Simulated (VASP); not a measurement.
# Ge (Ia-3) in VASP: settings compared, part 2 of 2

VASP 6.6.1. Earlier steps stand in the parts before.

**3. Single point, PBE**

run.py reads:

```python
from ase.calculators.vasp import Vasp
from ase.dft.bandgap import bandgap
from ase.io import read

atoms = read('Ge.cif')
calc = Vasp(
    directory='calc',
    xc='pbe',
    pp='PBE',
    setups='recommended',
    prec='Accurate',
    encut=520,
    ediff=1e-07,
    ismear=0,
    sigma=0.1,
    lreal=False,
    lasph=True,
    nelm=60,
    algo='Normal',
    isif=2,
    lwave=False,
    lcharg=False,
    kpts=[6, 6, 6],
    gamma=True,
)
atoms.calc = calc

print('energy (eV):', atoms.get_potential_energy())
print('free energy (eV):', atoms.get_potential_energy(force_consistent=True))
print('forces (eV/A):')
print(atoms.get_forces())
print('stress (eV/A^3, Voigt):', atoms.get_stress())
print('Fermi level (eV):', calc.get_fermi_level())
gap, top, bottom = bandgap(calc)
print('band gap (eV):', gap, 'from (spin, k, band)', top, 'to', bottom)
```

Ge.cif reads:

```cif
data_Ge
_cell_length_a 6.03475995
_cell_length_b 6.03475995
_cell_length_c 6.03475995
_cell_angle_alpha 109.47122063
_cell_angle_beta 109.47122063
_cell_angle_gamma 109.47122063
_space_group_name_H-M_alt 'P1'
_space_group_name_Hall 'P 1'
_space_group_IT_number 1
loop_
_space_group_symop_operation_xyz
'x,y,z'
loop_
_atom_site_label
_atom_site_type_symbol
_atom_site_symmetry_multiplicity
_atom_site_Wyckoff_symbol
_atom_site_fract_x
_atom_site_fract_y
_atom_site_fract_z
_atom_site_occupancy
Ge1 Ge 1 a 0.2988990800 0.2988990800 0.2988990800 1
Ge2 Ge 1 a 0.0000000000 0.2011009200 0.5000000000 1
Ge3 Ge 1 a 0.2011009200 0.5000000000 0.0000000000 1
Ge4 Ge 1 a 0.5000000000 0.0000000000 0.2011009200 1
Ge5 Ge 1 a 0.7011009200 0.7011009200 0.7011009200 1
Ge6 Ge 1 a 0.0000000000 0.7988990800 0.5000000000 1
Ge7 Ge 1 a 0.7988990800 0.5000000000 0.0000000000 1
Ge8 Ge 1 a 0.5000000000 0.0000000000 0.7988990800 1
```

Potentials or basis: VASP PAW PBE potentials, release 64 (Ge_d).

Command:

```bash
$ python run.py
```

Output:

```text
energy (eV): -34.95555342
free energy (eV): -34.96001641
forces (eV/A):
[[-0.08554647 -0.12098098 -0.2095452 ]
 [-0.08554647  0.24196195 -0.        ]
 [ 0.25663941  0.         -0.        ]
 [-0.08554647 -0.12098098  0.2095452 ]
 [ 0.08554647  0.12098098  0.2095452 ]
 [ 0.08554647 -0.24196195 -0.        ]
 [-0.25663941  0.         -0.        ]
 [ 0.08554647  0.12098098 -0.2095452 ]]
stress (eV/A^3, Voigt): [-1.80490049e-02 -1.80490049e-02 -1.80490049e-02 -6.24150913e-12
 -0.00000000e+00 -0.00000000e+00]
Fermi level (eV): 5.52977779
band gap (eV): 0.0 from (spin, k, band) (None, None, None) to (None, None, None)
```

OUTCAR:

```text
ENCUT = 520.000000
   EDIFF = 1.00e-07
   GGA = PE
   PREC = Accurate
   ISIF = 2
   ISMEAR = 0
   NELM = 60
   LASPH = .TRUE.
   LREAL = .FALSE.

 ion  position               nearest neighbor table
   1  0.299  0.299  0.299-   5 2.43   3 2.51   2 2.51   4 2.51
   2  0.000  0.201  0.500-   6 2.43   1 2.51   3 2.51   4 2.51
   3  0.201  0.500  0.000-   7 2.43   1 2.51   2 2.51   4 2.51
   4  0.500  0.000  0.201-   8 2.43   1 2.51   2 2.51   3 2.51
   5  0.701  0.701  0.701-   1 2.43   6 2.51   7 2.51   8 2.51
   6  0.000  0.799  0.500-   2 2.43   5 2.51   8 2.51   7 2.51
   7  0.799  0.500  0.000-   3 2.43   5 2.51   6 2.51   8 2.51
   8  0.500  0.000  0.799-   4 2.43   5 2.51   6 2.51   7 2.51

  LATTYP: Found a body centered cubic cell.
 ALAT       =     6.9683405633

  Lattice vectors:

 A1 = (   6.0347599500,   0.0000000000,   0.0000000000)
 A2 = (  -2.0115866496,   5.6896262448,   0.0000000000)
 A3 = (  -2.0115866496,  -2.8448131215,   4.9273608666)

[... 184 lines left out ...]

 val. band max:        5.5212335146   @ k =   0.5000   0.5000   0.3333
 cond. band min:       5.5502868171   @ k =   0.5000   0.5000   0.3333
 fundamental gap:      0.0290533024
 Fermi energy:         5.5297777881

 k-point     1 :       0.0000    0.0000    0.0000
  band No.  band energies     occupation
      1     -19.3085      2.00000
      2     -19.2987      2.00000
      3     -19.2987      2.00000
      4     -19.2987      2.00000
      5     -19.2786      2.00000
      6     -19.2786      2.00000
[... 1249 lines left out ...]
     66       9.6884      0.00000
     67       9.6884      0.00000

------------------------ aborting loop because EDIFF is reached ----------------------------------------

  FORCE on cell =-STRESS in cart. coord.  units (eV):
  Direction    XX          YY          ZZ          XY          YZ          ZX
  --------------------------------------------------------------------------------------
  -------------------------------------------------------------------------------------
  Total        3.0535932      3.0535932      3.0535932      0.0000000      0.0000000      0.0000000
  in kB       28.9176936     28.9176936     28.9176937      0.0000000      0.0000000      0.0000000
  external PRESSURE =      28.9176936 kB  Pullay stress =       0.0000000 kB

 VOLUME and BASIS-vectors are now :
 -----------------------------------------------------------------------------
  energy-cutoff  :      520.00
  volume of cell :      169.18
      direct lattice vectors                 reciprocal lattice vectors
     6.034759950  0.000000000  0.000000000     0.165706674  0.058586156  0.101474200
    -2.011586650  5.689626245  0.000000000     0.000000000  0.175758469  0.101474200
    -2.011586650 -2.844813121  4.927360867     0.000000000  0.000000000  0.202948399

 POSITION                                       TOTAL-FORCE (eV/Angst)
 -----------------------------------------------------------------------------------
      0.60126      0.85031      1.47278        -0.085546     -0.120981     -0.209545
     -1.41033     -0.27822      2.46368        -0.085546      0.241962     -0.000000
      0.20780      2.84481      0.00000         0.256639      0.000000     -0.000000
      2.61285     -0.57209      0.99090        -0.085546     -0.120981      0.209545
      1.41033      1.99450      3.45458         0.085546      0.120981      0.209545
     -2.61285      3.12303      2.46368         0.085546     -0.241962     -0.000000
      3.81537      2.84481      0.00000        -0.256639      0.000000     -0.000000
      1.41033     -2.27272      3.93646         0.085546      0.120981     -0.209545
 -----------------------------------------------------------------------------------
    total drift:                                0.000000     -0.000000      0.000000

  FREE ENERGIE OF THE ION-ELECTRON SYSTEM (eV)
  ---------------------------------------------------
  free  energy   TOTEN  =       -34.9600164128 eV

  energy  without entropy=      -34.9510904215  energy(sigma->0) =      -34.95555342
```

INCAR:

```text
ENCUT = 520.000000
SIGMA = 0.100000
EDIFF = 1.00e-07
ALGO = Normal
GGA = PE
PREC = Accurate
ISIF = 2
ISMEAR = 0
NELM = 60
LASPH = .TRUE.
LCHARG = .FALSE.
LWAVE = .FALSE.
LREAL = .FALSE.
```

It took 2.6 min on 1 thread of Intel Xeon Platinum 8488C (Sapphire Rapids), shared host; peak memory 0.39 GiB.

Results:

```
Free energy            : -34.9600 eV
Pressure               : 2.9 GPa
Largest force          : 0.257 eV/Å
Band gap on the k mesh : none (metal or under the smearing width)
```

Forces on the atoms (eV/Å):
```
Ge  -0.086 -0.121 -0.210
Ge  -0.086  0.242  0.000
Ge   0.257  0.000  0.000
Ge  -0.086 -0.121  0.210
Ge   0.086  0.121  0.210
Ge   0.086 -0.242  0.000
Ge  -0.257  0.000  0.000
Ge   0.086  0.121 -0.210
```

Levels at points of the mesh, in eV from the Fermi level:
| k point | band 52 | band 53 | band 54 | band 55 | band 56 | band 57 | band 58 | band 59 | band 60 | band 61 |
| --- | --- | --- | --- | --- | --- | --- | --- | --- | --- | --- |
| (0.00, 0.00, 0.00) | -3.53 | -3.53 | -1.25 | -1.25 | -0.83 | 1.58 | 1.58 | 1.58 | 3.86 | 3.86 |
| (0.50, 0.00, 0.00) | -2.47 | -1.95 | -1.95 | -1.10 | -1.10 | 0.44 | 0.44 | 1.92 | 1.92 | 2.44 |
| (0.50, 0.50, 0.50) | -2.33 | -2.33 | -1.53 | 0.39 | 0.39 | 0.39 | 1.44 | 2.54 | 2.84 | 2.84 |

**4. Single point, revPBE+D3(BJ)**

Edit run.py of step 3 so:

```diff
@@ -4,6 +4,6 @@
 
-atoms = read('Ge.cif')
+atoms = read('POSCAR')
 calc = Vasp(
     directory='calc',
-    xc='pbe',
+    xc='revpbe',
     pp='PBE',
@@ -12,8 +12,8 @@
     encut=520,
-    ediff=1e-07,
+    ediff=1e-06,
     ismear=0,
-    sigma=0.1,
+    sigma=0.05,
     lreal=False,
     lasph=True,
-    nelm=60,
+    nelm=100,
     algo='Normal',
@@ -22,2 +22,3 @@
     lcharg=False,
+    ivdw=12,
     kpts=[6, 6, 6],
```

POSCAR reads:

```
Ge
1.0
   -3.4841702800      3.4841702800      3.4841702800
    3.4841702800     -3.4841702800      3.4841702800
    3.4841702800      3.4841702800     -3.4841702800
Ge
8
Direct
    0.2988990800      0.2988990800      0.2988990800
    0.0000000000      0.2011009200      0.5000000000
    0.2011009200      0.5000000000      0.0000000000
    0.5000000000      0.0000000000      0.2011009200
    0.7011009200      0.7011009200      0.7011009200
    0.0000000000      0.7988990800      0.5000000000
    0.7988990800      0.5000000000      0.0000000000
    0.5000000000      0.0000000000      0.7988990800
```

Command:

```bash
$ python run.py
```

Wall time 2.9 min (1 thread of Intel Xeon Platinum 8488C (Sapphire Rapids), shared host); peak memory 0.38 GiB.

Results (log left out):

```
Free energy                : -37.4100 eV
Pressure                   : -0.4 GPa
Largest force              : 0.276 eV/Å
Band gap on the k mesh     : none (metal or under the smearing width)
Dispersion energy per atom : -0.611 eV
```

Forces on the atoms (eV/Å):
```
Ge  -0.160 -0.160 -0.160
Ge   0.160 -0.160  0.160
Ge  -0.160  0.160  0.160
Ge   0.160  0.160 -0.160
Ge   0.160  0.160  0.160
Ge  -0.160  0.160 -0.160
Ge   0.160 -0.160 -0.160
Ge  -0.160 -0.160  0.160
```

Levels at points of the mesh, in eV from the Fermi level:
```
           k point  band 52  band 53  band 54  band 55  band 56  band 57  band 58  band 59  band 60  band 61
(0.00, 0.00, 0.00)    -3.53    -3.53    -1.26    -1.26    -0.83     1.60     1.60     1.60     3.87     3.87
(0.50, 0.00, 0.00)    -2.47    -1.95    -1.95    -1.10    -1.10     0.46     0.46     1.94     1.94     2.45
(0.50, 0.50, 0.50)    -2.33    -2.33    -1.49     0.38     0.38     0.38     1.47     2.57     2.86     2.86
```

Caveat: the PAW data sets were made with another functional, which shifts forces and pressure a little; pairwise dispersion overbinds metals, which lowers pressure and volume.

**5. Overview**

| level | smearing | further INCAR settings | gap on the mesh (eV) | pressure (GPa) | largest force (eV/Å) |
| --- | --- | --- | --- | --- | --- |
| PBE | gaussian 0.1 eV | ALGO = Fast; EDIFF = 1e-06; NBANDS = 66 | none | 2.9 | 0.26 |
| PBE | gaussian 0.1 eV | ALGO = Normal; EDIFF = 1.00e-07 | none | 2.9 | 0.26 |
| revPBE+D3(BJ) | gaussian 0.05 eV | ALGO = Normal; EDIFF = 1.00e-06 | none | -0.4 | 0.28 |

Alike in all rows: task single point; potentials or basis VASP PAW PBE potentials, release 64 (Ge_d); no spin polarisation; cell as given; k mesh 6 × 6 × 6; cutoff (eV) 520.

Every run on the cell as given and a fine mesh finds a metal. The pressure there spans -0.4 GPa (revPBE+D3(BJ)) to 2.9 GPa (PBE); a positive pressure means that this level wants a larger cell, a negative one a smaller.

Caveats: the PAW data sets were made with another functional, which shifts forces and pressure a little (some runs); pairwise dispersion overbinds metals, which lowers pressure and volume (some runs).

Absolute energies hang on the potentials; compare differences alone.
